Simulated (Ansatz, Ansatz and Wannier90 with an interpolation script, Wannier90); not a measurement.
## AlAs (F-43m): what limits a Wannier interpolation of GW

Wanted: errors and cost of interpolated bands of AlAs (F-43m) under coarser or faulty settings.

Main program and level: Wannier90 4.0.3; maximally localised Wannier functions from the overlaps of LDA states (plane waves, PAW).

## 1. Starting point

It takes space group F-43m (No. 216, cubic). The conventional cell has a = 5.661 Å, b = 5.661 Å, c = 5.661 Å, α = 90.00°, β = 90.00°, γ = 90.00°. Nearest to Al lie 4 As at 2.45 Å. Nearest to As lie 4 Al at 2.45 Å. Farther neighbours are not listed.

The cell and positions come from the Crystallography Open Database and are kept as given unless a step says otherwise.

## 2. Wannier model on 16×16×16, by Wannier90

Localised functions give a small Hamiltonian that interpolates between mesh points at no cost.

File w.win:

```
num_iter = 1200
conv_tol = 1.0e-8
conv_window = 5
dis_num_iter = 4000
dis_conv_tol = 1.0e-8
dis_mix_ratio = 0.7
write_hr = true
use_ws_distance = false
num_print_cycles = 50
! ansatz wannier90 interface
! projections by site (counted from 0) and shell: 0 3S, 0 3P, 1 4P
! states of the run's bands (counted from 1): 1-19
num_bands = 19
num_wann  = 7
dis_win_min = 0.39
dis_win_max = 17.61
dis_froz_min = 0.39
dis_froz_max = 10.37
guiding_centres = true

begin unit_cell_cart
Ang
                      0.0                   2.8304                   2.8304
                   2.8304                      0.0                   2.8304
                   2.8304                   2.8304                      0.0
end unit_cell_cart

begin atoms_frac
Al                       0.0                      0.0                      0.0
As                      0.75                     0.75                     0.75
end atoms_frac

mp_grid = 16 16 16

[... the mesh's points ...]
```

Command:

```sh
$ OMP_NUM_THREADS=1 mpirun -n 8 wannier90.x w > wannier90.x.log
```

Numbers of over 12 decimals in the logs are rounded to 6 here.

Output:

```text
TEM
                                    ------

                              Lattice Vectors (Ang)
                    a_1     0.000000   2.830400   2.830400
                    a_2     2.830400   0.000000   2.830400
                    a_3     2.830400   2.830400   0.000000

                   Unit Cell Volume:      45.34960  (Ang^3)

                        Reciprocal-Space Vectors (Ang^-1)
                    b_1    -1.109947   1.109947   1.109947
                    b_2     1.109947  -1.109947   1.109947
                    b_3     1.109947   1.109947  -1.109947

 *----------------------------------------------------------------------------*
 |   Site       Fractional Coordinate          Cartesian Coordinate (Ang)     |
 +----------------------------------------------------------------------------+
 | al   1   0.00000   0.00000   0.00000   |    0.00000   0.00000   0.00000    |
 | as   1   0.75000   0.75000   0.75000   |    4.24560   4.24560   4.24560    |
 *----------------------------------------------------------------------------*
                                ------------
                                K-POINT GRID
                                ------------

             Grid size = 16 x 16 x 16      Total points = 4096

 *---------------------------------- MAIN ------------------------------------*
 |  Number of Wannier Functions               :                 7             |
 |  Number of Objective Wannier Functions     :                 7             |
 |  Number of input Bloch states              :                19             |
 |  Output verbosity (1=low, 5=high)          :                 1             |
 |  Timing Level (1=low, 5=high)              :                 1             |
 |  Optimisation (0=memory, 3=speed)          :                 3             |
 |  Length Unit                               :               Ang             |
 |  Post-processing setup (write *.nnkp)      :                 F             |
 |  Using Gamma-only branch of algorithms     :                 F             |
 *----------------------------------------------------------------------------*
 *------------------------------- WANNIERISE ---------------------------------*
 |  Total number of iterations                :              1200             |
 |  Number of CG steps before reset           :                 5             |
 |  Trial step length for line search         :             2.000             |
 |  Convergence tolerence                     :         0.100E-07             |
 |  Convergence window                        :                 5             |
 |  Iterations between writing output         :                50             |
 |  Iterations between backing up to disk     :               100             |
 |  Write r^2_nm to file                      :                 F             |
[...]
+--------------------------------------------------------------------+<-- CONV

 ------------------------------------------------------------------------------
 Initial State
  WF centre and spread    1  (  0.000000, -0.000000, -0.000000 )     4.59298707
  WF centre and spread    2  ( -0.000000, -0.000000, -0.000000 )     4.69440594
  WF centre and spread    3  (  0.000000,  0.000000,  0.000000 )     4.69440594
[...]
Sum of centres and spreads ( 12.736800, 12.736800, 12.736800 )    28.70653257

      0     0.287E+02     0.0000000000       28.7065325736       5.46  <-- CONV
        O_D=      0.2977605 O_OD=      7.0023924 O_TOT=     28.7065326 <-- SPRD
 ------------------------------------------------------------------------------
 Cycle:      1
[...]
Sum of centres and spreads ( 12.736800, 12.736800, 12.736800 )    28.35868884

      1    -0.348E+00     0.2075656643       28.3586888433       5.50  <-- CONV
        O_D=      0.2725376 O_OD=      6.6797717 O_TOT=     28.3586888 <-- SPRD
 Delta: O_D= -0.2522298E-01 O_OD= -0.3226208E+00 O_TOT= -0.3478437E+00 <-- DLTA
 ------------------------------------------------------------------------------
 Cycle:     50
[...]
Sum of centres and spreads ( 12.736800, 12.736800, 12.736800 )    27.33353717

     50    -0.110E-04     0.0016482158       27.3335371675       7.40  <-- CONV
        O_D=      0.2726991 O_OD=      5.6544584 O_TOT=     27.3335372 <-- SPRD
 Delta: O_D= -0.4652406E-05 O_OD= -0.6337059E-05 O_TOT= -0.1098947E-04 <-- DLTA
 ------------------------------------------------------------------------------

             <<<     Delta < 1.000E-08  over  5 iterations     >>>
             <<< Wannierisation convergence criteria satisfied >>>

 Final State
[...]
WF centre and spread    6  (  4.245600,  4.245600,  4.245600 )     3.18765334
  WF centre and spread    7  (  4.245600,  4.245600,  4.245600 )     3.18765334
  Sum of centres and spreads ( 12.736800, 12.736800, 12.736800 )    27.33347068

         Spreads (Ang^2)       Omega I      =    21.406379604
        ================       Omega D      =     0.272303864
                               Omega OD     =     5.654787211
    Final Spread (Ang^2)       Omega Total  =    27.333470679
 ------------------------------------------------------------------------------

 Writing checkpoint file w.chk... done

 *---------------------------------------------------------------------------*
 |                               PLOTTING                                    |
 *---------------------------------------------------------------------------*

 *===========================================================================*
 |                             TIMING INFORMATION                            |
 *===========================================================================*
 |    Tag                                                Ncalls      Time (s)|
 |---------------------------------------------------------------------------|
 |kmesh: get                                        :         1         0.960|
 |overlap: read                                     :         1         6.462|
 |dis: main                                         :         1         5.506|
 |wann: main                                        :         1         3.306|
 |plot: main                                        :         1         0.305|
 *---------------------------------------------------------------------------*
 All done: wannier90 exiting
```

Elapsed: 21 s, on 8 MPI ranks of Arm Neoverse V2, shared host; 2.7 min of CPU time.

This step gave:

```yaml
gauge_invariant_spread: 21.41 Å²
diagonal_spread: 0.2723 Å²
off_diagonal_spread: 5.655 Å²
total_spread: 27.33 Å²
disentanglement_steps: 282
r_m_s_interpolation_error: 0.002348 eV
r_m_s_error_near_the_gap: 0.003034 eV
```

Near the gap the model misses directly solved bands by 3.0 meV r.m.s. and by 20 meV at most in the window tested. This tests the starting bands, not the corrections carried with them.

## 3. Wannier model on 16×16×16, by the program's own minimiser

This step: maximally localised Wannier functions, LDA, plane waves, PAW.

File input.yaml:

```yaml
crystal:
  lattice:
    - [0.0, 2.8304, 2.8304]
    - [2.8304, 0.0, 2.8304]
    - [2.8304, 2.8304, 0.0]
  atoms:
    - { symbol: Al, position: [0.0, 0.0, 0.0] }
    - { symbol: As, position: [0.75, 0.75, 0.75] }
kpoints:
  mp_grid: { grid: [8, 8, 8] }
hamiltonian:
  xc: lda
scf:
  occupations: { method: fixed }
  n_extra_bands: 30
output:
  wannier:
    kmesh: [16, 16, 16]
    projections:
      - { species: Al, l: s, shell: 3 }
      - { species: Al, l: p, shell: 3 }
      - { species: As, l: p, shell: 4 }
    minimise: true
    write_hr: true
    seedname: w
    conv_tol: 1.0e-06
    max_iter: 20000
    stability_check: false
    disentanglement:
      window: [0.39, 17.61]
      frozen_window: [0.39, 10.37]
      conv_tol: 1.0e-08
```

Command:

```sh
$ ansatz run input.yaml --threads 12 --pin off --max-ram 22118MiB --backend cpu --events-out ev --progress --plain --runs-dir out
```

Output:

```text
scf.n_extra_bands = 30 over 9 filled bands (N_el = 18.0): the run solves 39 bands
Engine: ansatz 0.2.0, aarch64-unknown-linux-gnu
Pseudopotentials: kind: paw
Pseudopotential: Al, paw, valence charge 3, recommended cutoff 420 eV (normal), Al.paw.azcp
Pseudopotential: As, paw, valence charge 15, recommended cutoff 420 eV (normal), As.paw.azcp
Functional definition: SPW92
  exchange = slater_x
  correlation = pw_c
Crystal: 2 atoms, lattice volume = 45.350 Å³
Basis set: ecut = 420 eV, 893 PW (Γ)
Bands: 39, of which v1, the nominal top of the filled ones, is band 9 counted from 1 (8 counted from 0)
Symmetry: 24 space group operations
Space group: F-43m (ITA 216), of the structure as read, at distance tolerance 3.6e-5 Å
k-points: 29 of 512 (time reversal used)
Non-local potential: Al, projectors of the file, l = 0: 2, l = 1: 2, l = 2: 1
Non-local potential: As, projectors of the file, l = 0: 2, l = 1: 2, l = 2: 3, l = 3: 1
PAW form: soft (Blöchl's): semilocal exchange-correlation on the pseudo side does not see the compensation charge
PAW frozen core: Al, regenerated for the run's functional, and the local potential with it (the file was generated under x = pbe(κ = 0.804, μ = 0.219515), c = pbe(β = 0.066725))
PAW frozen core: As, regenerated for the run's functional, and the local potential with it (the file was generated under x = pbe(κ = 0.804, μ = 0.219515), c = pbe(β = 0.066725))
PAW one-centre angular grid: Al, 110 points (default); XC on 64 Gauss nodes
PAW one-centre angular grid: As, 590 points (default); XC on 64 Gauss nodes
[...]
SCF 1 converged in 6 iterations: F = -5287.487017 eV  dr2 = 1.93e-9
[...]
NSCF: frozen V_eff on 148 k-points
the Wannier pass solved 148 of the 4096 points of its mesh, and has the states at the others by symmetry: states obtained by the crystal's operations at points that were solved too leave a residual of 3.86e-13 eV (read by the count's bands and the next), within 5.56e-6 eV
SCF converged after 6 iterations
Free energy (F): -5287.487017 eV
Harris-Foulkes:  -5287.487017 eV  (|F-HF|=5.18e-10)
Internal energy: -5287.487017 eV  (E = F + TS)
E sigma→0 (E₀):  -5287.487017 eV
Fermi energy:    6.121075 eV
--- Per-component energies (eV) ---
  E_band       = -272.471437
  E_kinetic    = 127.312583
  E_local      = -2122.491816  (includes V_loc(G=0)·N_el)
  E_nonlocal   = -654.136969
  E_hartree    = 1131.879292
  E_xc         = -118.391754
  E_vxc        = -109.049626  (∫ρ·V_xc dr)
  E_paw        = -2197.453246  (= ΣΔE_a)
  E_vpaw       = 222.134540  (= ΣTr[D̂ρ^β])
  E_aug_tail   = 0.000005  (compensation charges beyond the density's cutoff)
  E_ewald      = -1456.336059
  E_core_change = 2.130947  (= ΣΔE_core)
  E_smearing   = -0.000000  (= −TS)
  E_closure    = 0.000000  (closes the sum)
  Σ components = -5287.487017   (vs F -5287.487017, Δ=0.00e0)
--- Band table (eV; the first three rows and the last of 29) ---
  k-point 0: bands = [... 5 lower, -5.7885, 6.1211, 6.1211, 6.1211, 7.9698, 10.3880, 10.3880, 10.3880, ... 26 higher]
  k-point 1: bands = [... 5 lower, -5.6367, 4.6626, 5.9611, 5.9611, 8.7675, 10.6676, 10.6676, 10.7498, ... 26 higher]
  k-point 2: bands = [... 5 lower, -5.2160, 2.7078, 5.6454, 5.6454, 8.6149, 11.0057, 11.0057, 12.4443, ... 26 higher]
  k-point 28: bands = [... 5 lower, -3.8134, 1.0325, 2.9322, 3.2926, 10.3746, 11.6912, 11.7440, 12.1072, ... 26 higher]
Wannier search: line search 1 of at most 20000: gauge-dependent spread (as the search counts it) 6.9530411 Å², largest recent change 3.5e-1 Å² against conv_tol 1.0e-6 Å², 0 stops escaped
```

It took 15 s on 12 threads; peak memory 2.9 GiB; 64 s of CPU time.

In the SCF lines HF is the Harris–Foulkes energy and dr2 the Hartree energy of the density residual, in eV; the loop may stop once dr2 is under the threshold and the program's other checks hold. Hψ counts applications of the Hamiltonian.

This step gave:

| Item | Value |
| --- | --- |
| gauge-invariant spread | 21.41 Å² |
| diagonal spread | 0.2727 Å² |
| off-diagonal spread | 5.655 Å² |
| total spread | 27.33 Å² |
| least projectability | 0.2094 |
| localisation steps | 77 |
| disentanglement steps | 274 |
| r.m.s. interpolation error | 0.002350 eV |
| r.m.s. error near the gap | 0.003036 eV |

Near the gap the model misses directly solved bands by 3.0 meV r.m.s. and by 20 meV at most in the window tested. This tests the starting bands, not the corrections carried with them.

Frozen up to 4.25 eV; above it the model need not follow the bands. The electronic bands at the labelled points (eV, zero at the valence-band top; v1 is the highest filled band, c1 the lowest empty one):

```tsv
point	v3	v2	v1	c1	c2	c3	c4
Γ	0.00	0.00	0.00	1.85	4.27	4.27	4.27
halfway	-3.25	-1.34	-1.34	2.52	3.68	6.79	6.79
X	-5.44	-2.17	-2.17	1.35	2.21	10.19	10.19
halfway	-5.36	-2.72	-2.07	1.71	2.95	9.44	9.45
U	-5.18	-3.42	-1.80	2.15	5.09	8.14	8.20
jump to K	-5.18	-3.42	-1.80	2.15	5.09	8.14	8.20
halfway	-3.71	-2.00	-0.45	3.61	4.93	5.16	6.10
Γ	0.00	0.00	0.00	1.85	4.27	4.27	4.27
halfway	-3.41	-0.48	-0.48	2.49	4.95	4.95	6.45
L	-5.58	-0.82	-0.82	2.02	4.74	4.74	7.75
halfway	-5.27	-2.70	-1.54	3.59	4.17	6.72	7.90
W	-5.09	-3.19	-2.83	4.25	5.57	5.62	7.78
halfway	-5.29	-2.70	-2.54	2.42	3.32	8.03	9.67
X	-5.44	-2.17	-2.17	1.35	2.21	10.19	10.19
```

The same for Kohn-Sham, solved directly:

```tsv
point	v3	v2	v1	c1	c2	c3	c4
Γ	0.00	0.00	0.00	1.85	4.27	4.27	4.27
X	-5.44	-2.17	-2.17	1.35	2.21	10.19	10.19
U	-5.18	-3.42	-1.80	2.15	4.90	8.11	8.20
K	-5.18	-3.42	-1.80	2.15	4.90	8.11	8.20
Γ	0.00	0.00	0.00	1.85	4.27	4.27	4.27
L	-5.58	-0.82	-0.82	2.02	4.65	4.65	7.60
W	-5.09	-3.19	-2.83	4.25	5.57	5.62	5.99
X	-5.44	-2.17	-2.17	1.35	2.21	10.19	10.19
```

The first set of electronic bands as a text plot (rows in eV, shown from -5.6 to 4.3 only):

```
    4.1 |++  ++                     ++++             ++ +++++
    3.7 |  ++  +        +      +++                    ++     +
    3.2 |   +   +            ++   ++                 +      +
    2.8 |  + ++  +     +    +       +     ++        +        ++
    2.4 | +    +  +++ +    +         +   +  ++     +           ++
    2.0 |+      ++   +  +++           +++     +++++           +
    1.6 |         +++ ++                                       ++
    1.2 |            +
    0.8 |
    0.4 |
    0.0 |**                       *********
   -0.5 | **                    **  **  *  ***
   -0.9 |  ****              ***  **     *    ******
   -1.3 |      *            *    *  *              ***
   -1.7 |   *   **       ***              *         * **
   -2.1 |         *******       * **                 *  *      **
   -2.5 |    **                *           *          *  *   **
   -2.9 |              **    **  *                     *  ****
   -3.3 |      *         ** *               *           ****
   -3.7 |       *          *    *
   -4.1 |                      *             *
   -4.6 |        *           **               *
   -5.0 |         **       **                  *        ****
   -5.4 |           *******                     ********    *****
         Γ           X  U|K            Γ         L        W     X
```

(Part 1 of 2 ends here.)

[Paths, hosts, dates, memory and timing lines, banners, echoed tables and standing remarks are left out of the program output.]

[Logs are printed without paths, hosts, clocks, repeated set-up lines and the standing remarks that a program may print on its own settings, such as how far it seeks lower states.]

[Runs of the session that timed out or met a known fault of the program may be left out.]

[Hosts, paths, dates, database ids (printed as entryN), source tags and the programs' standing remarks are cut or masked in the printed files.]
